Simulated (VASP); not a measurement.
Write the native input for VASP 6.6.1 that does the following.

| Property | Result |
| --- | --- |
| Task | single point |
| Functional | PBEsol |
| Potentials or basis | VASP PAW PBE potentials, release 64 (Sb, Mn_pv) |
| Cutoff | 520 eV |
| k mesh | 7 × 7 × 4 |
| Occupations | gaussian, width 0.02 eV |
| Spin | collinear spin, ferromagnetic start |
| Starting moments | [0.0, 0.0, 4.0, 4.0, 4.0, 4.0] μB |
| Further INCAR settings | ALGO = Normal; EDIFF = 1e-06 |

The structure of Mn2Sb lies in POSCAR:

```
Mn2Sb
1.0
    4.0780000000      0.0000000000      0.0000000000
    0.0000000000      4.0780000000      0.0000000000
    0.0000000000      0.0000000000      6.5570000000
Sb Mn
2 4
Cartesian
    0.0000000000      2.0390000000      1.8313701000
    2.0390000000      0.0000000000      4.7256299000
    0.0000000000      2.0390000000      4.6574371000
    2.0390000000      0.0000000000      1.8995629000
    2.0390000000      2.0390000000      0.0000000000
    0.0000000000      0.0000000000      0.0000000000
```

These files were run (other wordings do the same):

INCAR

```
SYSTEM = Mn2Sb
PREC = Accurate
ENCUT = 520
EDIFF = 1E-6
ISMEAR = 0
SIGMA = 0.02
LREAL = .False.
LASPH = .True.
NELM = 150
ALGO = Normal
ISIF = 2
LWAVE = .False.
LCHARG = .False.
ISPIN = 2
MAGMOM = 0 0 4 4 4 4
LORBIT = 11
LMAXMIX = 4
GGA = PS
```

KPOINTS

```
Automatic mesh
0
Gamma
  7 7 4
  0 0 0
```

Potentials or basis: VASP PAW PBE potentials, release 64 (Sb, Mn_pv).

Launch:

```console
$ cat potpaw_PBE.64/Sb/POTCAR potpaw_PBE.64/Mn_pv/POTCAR > POTCAR
$ mpirun -np 1 vasp_std > vasp.out
```

It gave:

```yaml
Pressure: -8.2 GPa
Largest_force: 0.083 eV/Å
Band_gap_on_the_k_mesh: none (metal or under the smearing width)
Net_moment: 12.98 μB per cell
Site_moments: Sb -0.10; Mn +3.60, +2.79 μB
Valence_electrons_inside_the_program's_atomic_spheres: Sb 2.47; Mn 11.50, 11.63
```

Caveat: the PAW data sets were made with another functional, which shifts forces and pressure a little; only a ferromagnetic start was run, and an antiferromagnetic order may lie lower in energy.

Run time: 12 min on 1 thread of Intel(R) Xeon(R) Platinum 8175M CPU @ 2.50GHz (Skylake/Cascade Lake), on a shared host, peak memory 0.37 GiB.
